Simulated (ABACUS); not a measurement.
Set up this calculation in ABACUS 3.10.1, as the native input.

```
Task                                          : single point
Functional                                    : PBE
Potentials or basis                           : PseudoDojo NC SR 0.4.1 PBE standard, lanthanides 3+ (f in core)
Cutoff                                        : 1361 eV
Density cutoff                                : 5442 eV
Basis                                         : DZP LCAO (the cutoffs set its grid)
k mesh                                        : 9 × 9 × 9
Occupations                                   : fermi-dirac, width 0.05 eV
Spin                                          : collinear spin, ferromagnetic start
Starting moments                              : [1.0] μB
Orbital files                                 : Pr Pr_confined-atom_8au_3s2p2d1f.orb
Radial cutoff of the potentials (pseudo_rcut) : 10 bohr
SCF threshold on the density                  : 1e-07
Max SCF steps                                 : 100
Eigensolver                                   : genelpa
Mixing                                        : broyden
Mixing share                                  : 0.4
Symmetry key                                  : 1
```

Crystal: Pr.

```
Pr
1.0
    -2.19447    2.19447    1.88595
     2.19447   -2.19447    1.88595
     2.19447    2.19447   -1.88595
Pr
1
Direct
  0.00000 0.00000 0.00000
```

This isn't the form of Pr at room conditions, which is double hcp.

These files were run (other wordings do the same):

INPUT

```
INPUT_PARAMETERS
suffix              Pr
calculation         scf
basis_type          lcao
pseudo_dir          ./
orbital_dir         ./
symmetry            1
dft_functional      pbe
ecutwfc             100
pseudo_rcut         10
nspin               2
nbands              10
ks_solver           genelpa
smearing_method     fd
smearing_sigma      0.00367493
scf_thr             1e-07
scf_nmax            100
mixing_type         broyden
mixing_beta         0.4
cal_force           1
cal_stress          1
out_mul             1
```

STRU

```
ATOMIC_SPECIES
Pr 140.9077 Pr.upf

NUMERICAL_ORBITAL
Pr_confined-atom_8au_3s2p2d1f.orb

LATTICE_CONSTANT
1.8897261246

LATTICE_VECTORS
-2.1944725387 2.1944725387 1.8859478524
2.1944725387 -2.1944725387 1.8859478524
2.1944725387 2.1944725387 -1.8859478524

ATOMIC_POSITIONS
Direct

Pr
0.0
1
0.0000000000 0.0000000000 0.0000000000 1 1 1 mag 0
```

KPT

```
K_POINTS
0
Gamma
9 9 9 0 0 0
```

Potentials or basis: PseudoDojo NC SR 0.4.1 PBE standard, lanthanides 3+ (f in core), DZP LCAO (the cutoffs set its grid).

Launch:

```console
$ OMP_NUM_THREADS=1 mpirun -np 4 abacus > log
```

It gave:

| Quantity | Value |
| --- | --- |
| Band gap on the k mesh | none (metal or under the smearing width) |
| Net moment | 0.00 μB per cell |
| Absolute moment | 0.00 μB per cell |

Caveat: the atomic orbitals were generated for these runs and aren't a published set; the magnetic or orbital state may not be the lowest; all typed moments are zero, and the program then starts from 1 μB on every atom; spin-orbit coupling is left out, which moves the levels of the heavy elements; the 4f electrons are frozen in the core as for a trivalent ion, so they carry no moment and show no levels; the basis of atomic orbitals isn't converged, which shifts pressures, moduli and gaps.

Wall time 9.8 s on 4 MPI ranks on INTEL(R) XEON(R) PLATINUM 8581C CPU @ 2.10GHz (Emerald Rapids) (shared host), peak memory 0.44 GiB a rank.
